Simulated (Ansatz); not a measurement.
**KI: a prediction, then the measurements**

Method: DFT r2SCAN, scalar-relativistic, plane waves, PAW in Ansatz.

Plane waves to 500 eV, a k mesh through Γ of 6×6×6 on the computed 2-atom cell and Gaussian smearing (0.02 eV); no spin polarisation.

Relaxed structure, symmetry kept:

```xyz
2
Lattice="0.0000 3.5460 3.5460 3.5460 0.0000 3.5460 3.5460 3.5460 0.0000" Properties=species:S:1:pos:R:3 pbc="T T T"
K     0.0000    0.0000    0.0000
I     3.5460    3.5460    3.5460
```

```json
{"Space group": "Fm-3m (No. 225)", "Volume per atom": "300.9 bohr³", "Formation energy from the elements' standard states (uncorrected)": "-1.710 eV/atom", "Generalised Kohn–Sham band gap": "4.58 eV, direct at Γ", "Löwdin character of the top 1 eV of the valence band": "I 5p 96 %", "Electron masses at the edge by Cartesian direction of the standard setting (m_e; degenerate bands sorted by energy; no spin-orbit coupling)": "x: 0.34; y: 0.34; z: 0.34", "Hole masses at the edge by Cartesian direction of the standard setting (m_e; degenerate bands sorted by energy; no spin-orbit coupling)": "x: 2.6, 2.6, 0.51; y: 2.6, 2.6, 0.51; z: 2.6, 2.6, 0.51", "Bulk modulus": "12.4 GPa", "Its pressure derivative": "4.9", "Bader charges (e)": "K (1 in the cell) 0.84, I (1 in the cell) -0.84"}
```

Spin-orbit coupling is left out, which matters for the bands of heavy elements.

**What was measured.**

From a printed reference work, monograph, for a bulk crystal of KI: band gap 6.32 eV.

Against the measured band gap of KI, 6.32 eV (a printed reference work, monograph), the calculated 4.58 eV is off by -1.74 eV. Kohn–Sham gaps of semilocal functionals fall short of measured ones as a rule; spin-orbit coupling, left out here, would usually lower the calculated gap of a compound with heavy elements.